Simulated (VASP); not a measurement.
# Pb: molecular dynamics with a thermostat

Pb, P6_3/mmc (no. 194), 16 atoms in the cell. PBE, molecular dynamics; PAW potentials Pb (PBE set).

Ensemble: Nose-Hoover chain; Target temperature (K): 600.

## Input

INCAR:
```
GGA      = PE             # functional
PREC     = Normal         # precision mode
ENCUT    = 200            # plane-wave cutoff, eV
EDIFF    = 1E-6           # SCF threshold, eV
NELMIN   = 4            
NELM     = 60             # most SCF steps
ALGO     = Fast           # electronic algorithm
LREAL    = Auto         
LASPH    = True           # aspherical terms in the spheres
ISMEAR   = -1             # smearing method
SIGMA    = 0.05           # smearing width, eV
ISYM     = 0            
LWAVE    = False          # write WAVECAR
LCHARG   = False          # write CHGCAR
IBRION   = 0              # ionic algorithm
NSW      = 60             # ionic steps
POTIM    = 4.0            # step
TEBEG    = 600          
ISIF     = 2              # what is computed and relaxed
RANDOM_SEED= 489251 0 0   
MDALGO   = 4            
NHC_NCHAINS= 3            
NHC_PERIOD= 30           
KPAR     = 2             
```

KPOINTS:
```
k-points
0
Monkhorst-Pack
  2 2 1
```

POSCAR:
```
Pb
1.0
    6.9600000000      0.0000000000      0.0000000000
    0.0000000000      6.0275368104      0.0000000000
    0.0000000000      0.0000000000     11.1800000000
Pb
16
Direct
    0.2500000000      0.1666666666      0.3750000000
    0.2500000000      0.1666666666      0.8750000000
    0.7500000000      0.1666666666      0.3750000000
    0.7500000000      0.1666666666      0.8750000000
    0.0000000001      0.6666666666      0.3750000000
    0.0000000001      0.6666666666      0.8750000000
    0.5000000000      0.6666666666      0.3750000000
    0.5000000000      0.6666666666      0.8750000000
    0.0000000000      0.3333333334      0.1250000000
    0.0000000000      0.3333333334      0.6250000000
    0.5000000000      0.3333333334      0.1250000000
    0.5000000000      0.3333333334      0.6250000000
    0.2499999999      0.8333333333      0.1250000000
    0.2499999999      0.8333333333      0.6250000000
    0.7499999999      0.8333333333      0.1250000000
    0.7499999999      0.8333333333      0.6250000000
```

Commands:
```
cat potpaw_PBE.64/Pb/POTCAR > POTCAR
mpirun -np 2 vasp_std > vasp.out
```

## Result

- Mean temperature (K): 453
- Standard error of the mean temperature (K): 61
- Relative fluctuation of the kinetic energy: 0.290
- Canonical value of that fluctuation: 0.211
- Rise of the mean potential energy above the start (meV/atom): 30.9
- Electronic steps per ionic step after the first: 4.2

Course of the run:

| Time (fs) | Temperature (K) | Potential energy less the first (meV/atom) |
|---|---|---|
| 4 | 600 | 0.0 |
| 24 | 566 | 4.2 |
| 40 | 499 | 12.4 |
| 60 | 390 | 26.3 |
| 76 | 307 | 37.5 |
| 96 | 242 | 47.3 |
| 112 | 242 | 49.5 |
| 132 | 315 | 44.9 |
| 148 | 414 | 37.7 |
| 168 | 538 | 29.6 |
| 184 | 595 | 27.3 |
| 204 | 601 | 30.8 |
| 220 | 572 | 36.6 |
| 240 | 534 | 43.4 |

REPORT:
```
MDALGO =   4
           NHC_NCHAINS =   3
            NHC_PERIOD =    30
            NHC_NRESPA =    1
                NHC_NS =  1
               SCALING =       0
                 CNEXP =     9.000   14.000
           RANDOM_SEED =            489251                0                0

   original number of atomic DOF:         45
   number of independent constraints:      0
   number of active DOF:                  45

========================================
         MD step No.       1
========================================

  Atomic velocities initialized by STEP_tb

  >Nose-Hoover_chains
                       xs       vs(fs^-1)
   nhc_s>  -0.29352687E-07  -0.29349631E-07
   nhc_s>  -0.13889371E-03  -0.13889853E-03
   nhc_s>  -0.13888889E-03  -0.13886960E-03

  >Energies
                    E_tot             E_pot             E_kin               EPS                ES
   e_b>   -0.56115967E+02   -0.57279068E+02    0.11631013E+01    0.14361326E-04   -0.14430854E-04

  >Temperature
               T_sim     T_inst
   tmprt>    600.000    599.873

           RANDOM_SEED =            489251               96                0

[... steps left out ...]

========================================
         MD step No.      60
========================================

  >Nose-Hoover_chains
                       xs       vs(fs^-1)
   nhc_s>  -0.36244783E+00  -0.80912868E-03
   nhc_s>   0.15135660E+01   0.90495064E-02
   nhc_s>   0.23320636E+00   0.19821109E-01

  >Energies
                    E_tot             E_pot             E_kin               EPS                ES
   e_b>   -0.56113863E+02   -0.56584754E+02    0.10361706E+01    0.18771059E+00   -0.75298957E+00

  >Temperature
               T_sim     T_inst
   tmprt>    600.000    534.408

           RANDOM_SEED =            489251               96                0
```

OSZICAR:
```
N       E                     dE             d eps       ncg     rms          rms(c)
DAV:   1     0.166685289583E+03    0.16669E+03   -0.11673E+04   164   0.555E+02
DAV:   2    -0.406873233030E+02   -0.20737E+03   -0.20180E+03   206   0.119E+02
DAV:   3    -0.570778129931E+02   -0.16390E+02   -0.15954E+02   200   0.390E+01
DAV:   4    -0.575113270944E+02   -0.43351E+00   -0.42730E+00   200   0.701E+00
DAV:   5    -0.575245632218E+02   -0.13236E-01   -0.13215E-01   216   0.119E+00    0.184E+01
RMM:   6    -0.573692637416E+02    0.15530E+00   -0.40724E-02   164   0.657E-01    0.111E+01
RMM:   7    -0.572759842363E+02    0.93280E-01   -0.13354E-01   164   0.118E+00    0.807E-01
RMM:   8    -0.572790634444E+02   -0.30792E-02   -0.17343E-02   165   0.515E-01    0.179E-01
RMM:   9    -0.572791482859E+02   -0.84842E-04   -0.29440E-03   183   0.188E-01    0.493E-02
RMM:  10    -0.572791103699E+02    0.37916E-04   -0.34309E-04   170   0.703E-02    0.389E-02
RMM:  11    -0.572790654080E+02    0.44962E-04   -0.12422E-04   164   0.366E-02    0.502E-02
RMM:  12    -0.572790675051E+02   -0.20972E-05   -0.15047E-05   161   0.153E-02    0.902E-03
[... left out ...]
     58 T=   547. E= -.56110554E+02 F= -.56623014E+02 E0= -.56613041E+02  EK= 0.10641E+01 SP= -.75E+00 SK= 0.20E+00
     59 T=   540. E= -.56110529E+02 F= -.56602623E+02 E0= -.56592482E+02  EK= 0.10506E+01 SP= -.75E+00 SK= 0.19E+00
[... last step whole ...]
       N       E                     dE             d eps       ncg     rms          rms(c)
DAV:   1    -0.565847193538E+02    0.17903E-01   -0.73160E-04   223   0.758E-01    0.834E-03
RMM:   2    -0.565847483070E+02   -0.28953E-04   -0.29495E-04   168   0.372E-02    0.589E-03
RMM:   3    -0.565847535785E+02   -0.52714E-05   -0.49779E-05   143   0.163E-02    0.626E-03
RMM:   4    -0.565847544961E+02   -0.91768E-06   -0.92415E-06   117   0.725E-03
     60 T=   534. E= -.56110502E+02 F= -.56584754E+02 E0= -.56574451E+02  EK= 0.10395E+01 SP= -.75E+00 SK= 0.19E+00
```

Limits: 240 fs of 16 atoms are too short for converged averages.

VASP 6.6.1 took 285 s on 2 cores (AMD EPYC 7R13 (Zen 3)), a shared host.
